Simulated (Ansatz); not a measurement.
A run of Ansatz 0.2.0 is set up as follows.

Contents of input.yaml:

```yaml
crystal:
  lattice:
    - [5.21946336, 0.0, 0.0]
    - [0.0, 5.00476369, 0.0]
    - [0.0, 0.0, 5.03268505]
  atoms:
    - { symbol: Hf, position: [0.966994, 0.73252082, 0.74144035] }
    - { symbol: Hf, position: [0.533006, 0.73252082, 0.24144035] }
    - { symbol: Hf, position: [0.466994, 0.26747918, 0.74144035] }
    - { symbol: Hf, position: [0.033006, 0.26747918, 0.24144035] }
    - { symbol: O, position: [0.63212745, 0.9286454, 0.87926726] }
    - { symbol: O, position: [0.86787255, 0.9286454, 0.37926726] }
    - { symbol: O, position: [0.23394852, 0.53988305, 0.49229239] }
    - { symbol: O, position: [0.26605148, 0.53988305, 0.99229239] }
    - { symbol: O, position: [0.76605148, 0.46011695, 0.99229239] }
    - { symbol: O, position: [0.73394852, 0.46011695, 0.49229239] }
    - { symbol: O, position: [0.13212745, 0.0713546, 0.87926726] }
    - { symbol: O, position: [0.36787255, 0.0713546, 0.37926726] }
hamiltonian:
  xc: revpbe
  pseudopotentials: { kind: paw }
kpoints:
  mp_grid: { grid: [5, 6, 5] }
  band_path:
    path:
      - [[0.0, 0.0, 0.0], [0.0, 0.5, 0.0], [0.0, 0.5, 0.5], [0.0, 0.0, 0.5], [0.0, 0.0, 0.0], [0.5, 0.0, 0.0], [0.5, 0.5, 0.0], [0.5, 0.5, 0.5], [0.5, 0.0, 0.5], [0.5, 0.0, 0.0]]
      - [[0.0, 0.0, 0.5], [0.5, 0.0, 0.5]]
      - [[0.5, 0.5, 0.0], [0.0, 0.5, 0.0]]
      - [[0.0, 0.5, 0.5], [0.5, 0.5, 0.5]]
    npoints: 10
scf:
  occupations: { method: fermi_dirac, width: 0.05 }
  n_extra_bands: 30
output:
  forces: true
  stress: true
  eigenvalues: true
  fatbands: false
```

Potentials or basis: Ansatz PAW.

Run with:

```console
$ ansatz run input.yaml --threads 4 --pin off --max-ram 11264MiB --backend cpu --events-out ev --progress --plain --runs-dir out
```

Estimate the band gap along the path.

4.62 eV, indirect (least direct gap 4.73 eV).

Predict the band gap on the k mesh.

4.54 eV, indirect (least direct gap 4.73 eV).

What does it give for the largest force?

0.132 eV/Å.

Stress tensor (GPa, compression positive):
```
13.61  0.00  0.00
 0.00 13.73  0.00
 0.00  0.00 13.21
```

Caveat: the pressure holds a Pulay correction of +0.8 GPa for the finite cutoff; spin-orbit coupling is left out, which moves the levels of the heavy elements; the PAW data sets come from PBE, with cores solved anew for the run's functional, which leaves a small shift of forces and pressure.
